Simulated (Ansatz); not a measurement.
This guess for AlNi₅ is about to be relaxed.

```cif
data_structure
_symmetry_space_group_name_H-M 'Cmmm'
_symmetry_Int_Tables_number 65
_cell_length_a 3.5278
_cell_length_b 10.5835
_cell_length_c 3.5278
_cell_angle_alpha 90.000
_cell_angle_beta 90.000
_cell_angle_gamma 90.000
_cell_volume 131.72
loop_
_atom_site_label
_atom_site_type_symbol
_atom_site_symmetry_multiplicity
_atom_site_Wyckoff_symbol
_atom_site_fract_x
_atom_site_fract_y
_atom_site_fract_z
_atom_site_occupancy
Al1 Al 2 c 0.50000 0.00000 0.50000 1
Ni1 Ni 2 a 0.00000 0.00000 0.00000 1
Ni2 Ni 4 i 0.50000 0.83333 0.00000 1
Ni3 Ni 4 j 0.50000 0.66667 0.50000 1
```

All numbers below come from Ansatz, DFT PBE, scalar-relativistic, plane waves, PAW. Cutoff 420 eV, Gaussian smearing, Γ-centred meshes. Cell and atoms relax on a converged mesh. In metals the finer mesh still leaves noise of several meV/atom or more. The steps can't lower the symmetry of their start. Collinear spin, starting moments Ni 2.0 (×5) μB.

A guess keeps its type if space group and coordination stay and the shape of the cell changes little (axis ratios within about 15 %, angles within 6°); the volume may change.

Q: Does this structure survive the relaxation?

A: It keeps its type. The symmetry stays Cmmm (No. 65). The volume per atom grows by 1.8 %, from 11.0 to 11.2 Å³. The shortest distance goes from 2.49 Å (Al–Ni and Ni–Ni) to 2.48 Å (Ni–Ni). Counting neighbours within 15 % of an atom's shortest distance, the start has Al 12, Ni 12 and the end Al 12, Ni 12.

The last run used collinear spin, a 12×12×10 mesh (in the run's order of axes) for its 6-atom cell and Gaussian smearing of 0.10 eV. The magnetic state reached may not be the lowest. Symmetry constrained the relaxation, so the result can be a saddle point.
